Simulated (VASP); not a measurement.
Write the native input for VASP 6.6.1 that does the following.

- Task: single point
- Functional: PBEsol
- Potentials or basis: VASP PAW PBE potentials, release 64 (Hf_pv, Si)
- Cutoff: 520 eV
- k mesh: 6 × 6 × 6
- Occupations: gaussian, width 0.05 eV
- Spin: no spin polarisation
- Dipole correction: no
- Further INCAR settings: ALGO = Normal; EDIFF = 1e-06; NBANDS = 14

The structure of HfSi lies in POSCAR:

```
HfSi
1.0
    0.0000000000      2.7100000000      2.7100000000
    2.7100000000      0.0000000000      2.7100000000
    2.7100000000      2.7100000000      0.0000000000
Hf Si
1 1
Direct
    0.0000000000      0.0000000000      0.0000000000
    0.5000000000      0.5000000000      0.5000000000
```

The cell comes from a database or a generator and needn't be the stable form of this composition.

One way to write it, as run:

INCAR

```
SYSTEM = HfSi
PREC = Accurate
ENCUT = 520
EDIFF = 1E-6
ISMEAR = 0
SIGMA = 0.05
LREAL = .False.
LASPH = .True.
NELM = 60
ALGO = Normal
ISIF = 2
LWAVE = .False.
LCHARG = .False.
GGA = PS
NBANDS = 14
```

KPOINTS

```
Automatic mesh
0
Gamma
  6 6 6
  0 0 0
```

Potentials or basis: VASP PAW PBE potentials, release 64 (Hf_pv, Si).

Command:

```console
$ cat potpaw_PBE.64/Hf_pv/POTCAR potpaw_PBE.64/Si/POTCAR > POTCAR
$ mpirun -np 1 vasp_std > vasp.out
```

Results of the run:

* Pressure: -7.8 GPa
* Band gap on the k mesh: none (metal or under the smearing width)

Caveat: the PAW data sets were made with another functional, which shifts forces and pressure a little.

Wall time 7 s on 1 thread of Intel(R) Xeon(R) Platinum 8488C (Sapphire Rapids), on a shared host, peak memory 0.17 GiB.
